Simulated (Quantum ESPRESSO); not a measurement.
## BN: equation of state with PBE

**What was measured.**

“Effect of nanostructuration on compressibility of cubic BN”, 2012, arxiv:1208.3664 quotes, for a bulk crystal of BN at 300 K: bulk modulus 395 ± 2 GPa.

BN:

```
CELL_PARAMETERS angstrom
0.00000 1.81300 1.81300
1.81300 0.00000 1.81300
1.81300 1.81300 0.00000
ATOMIC_POSITIONS crystal
N 0.25000 0.25000 0.25000
B 0.00000 0.00000 0.00000
```

The cell is a database's computed one.

```json
{"Program": "Quantum ESPRESSO 7.5", "Task": "equation of state", "Functional": "PBE", "Potentials or basis": "SSSP 1.3 efficiency PBE", "Cutoff": "816 eV", "Density cutoff": "6531 eV", "k mesh": "13 × 13 × 13", "Occupations": "fermi-dirac, width 0.05 eV", "Spin": "no spin polarisation"}
```

| Quantity | Value |
| --- | --- |
| Equilibrium volume | 5.94 Å³/atom |
| Bulk modulus | 371 GPa |
| Pressure derivative of the bulk modulus | 3.7 |

Energy against volume, from the lowest point:
```
volume (Å³/atom)  energy (meV/atom)
           5.602              24.29
           5.721               9.81
           5.840               1.91
           5.959               0.00
           6.078               3.58
           6.198              12.12
           6.317              25.19
```

All runs of the series together: 38 s on 1 thread of Arm Neoverse V2 (shared host).

Measured bulk modulus of BN: 395 GPa (300 K; quoted in “Effect of nanostructuration on compressibility of cubic BN”, 2012, arxiv:1208.3664). This calculation gives 371 GPa (-6.0 %). The fit is for a static lattice scaled at fixed shape and fixed fractional positions.
